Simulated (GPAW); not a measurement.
Wanted: an ASE script for a GPAW 26.7.0 run.

- Task: band structure
- Functional: LDA
- Potentials or basis: the program's PAW data sets (release 1.2.1) made for this functional
- Cutoff: 600 eV
- Basis: pw
- k mesh: 12 × 12 × 12
- Occupations: fermi-dirac, width 0.05 eV
- Spin: no spin polarisation
- Maxiter: 150
- Band path: GXYSGZS1NPY1Z,XP
- Band points: 60

Crystal: Si2Mo.

```xyz
3
Lattice="-1.6000 1.6000 3.9305 1.6000 -1.6000 3.9305 1.6000 1.6000 -3.9305" Properties=species:S:1:pos:R:3 pbc="T T T"
Mo    0.0000    0.0000    0.0000
Si    0.0000    0.0000    5.2433
Si    0.0000    0.0000    2.6177
```

These files were run (other wordings do the same):

run.py

```python
from ase import Atoms
from ase.dft.bandgap import bandgap
from ase.io import write
from ase.units import Bohr, GPa
from gpaw import GPAW, PW
from gpaw.elf import elf_from_dft_calculation

atoms = Atoms(['Mo', 'Si', 'Si'],
              cell=[[-1.6, 1.6, 3.9305],
                    [1.6, -1.6, 3.9305],
                    [1.6, 1.6, -3.9305]],
              scaled_positions=[[0.0, 0.0, 0.0],
                                [0.667, 0.667, 0.0],
                                [0.333, 0.333, 0.0]],
              pbc=True)

calc = GPAW(mode=PW(600),
            xc='LDA',
            kpts={'size': (12, 12, 12), 'gamma': True},
            occupations={'name': 'fermi-dirac', 'width': 0.05},
            nbands=23,
            convergence={'density': 1e-05, 'energy': 1e-05},
            maxiter=150,
            txt='gpaw.txt')
atoms.calc = calc
energy = atoms.get_potential_energy()
forces = atoms.get_forces()
stress = atoms.get_stress()
calc.write('gs.gpw')
write('result.traj', atoms)
print(f'Energy: {energy:.6f} eV')
print('Forces (eV/A):')
print(forces.round(4))
print('Stress (GPa):', (stress / GPa).round(3))
print('Fermi level:', round(calc.get_fermi_level(), 4), 'eV')
print(f'Gap: {bandgap(calc)[0]:.4f} eV, direct: {bandgap(calc, direct=True)[0]:.4f} eV')

# fields on the real-space grid
write('density.cube', atoms, data=calc.get_pseudo_density() * Bohr**3)
write('potential.cube', atoms, data=calc.get_electrostatic_potential())
write('elf.cube', atoms, data=elf_from_dft_calculation(calc).data)

path = atoms.cell.bandpath('GXYSGZS1NPY1Z,XP', npoints=60, eps=1e-4)
bs_calc = calc.fixed_density(kpts=path, symmetry='off', nbands=35,
                             convergence={'bands': 'CBM+6.0', 'eigenstates': 1e-6}, txt='bands.txt')
bs = bs_calc.band_structure()
bs.write('bs.json')
print(f'Gap on the path: {bandgap(bs_calc)[0]:.4f} eV')
```

Potentials or basis: the program's PAW data sets (release 1.2.1) made for this functional, pw.

Launch:

```sh
$ OMP_NUM_THREADS=1 python run.py
```

It gave:

```
Pressure                : -5.7 GPa
Largest force           : 0.365 eV/Å
Band gap along the path : none (metal or under the smearing width)
```

Run time: 2.7 min on 1 thread of Arm Neoverse V2, with other jobs on the host, peak memory 0.38 GiB.
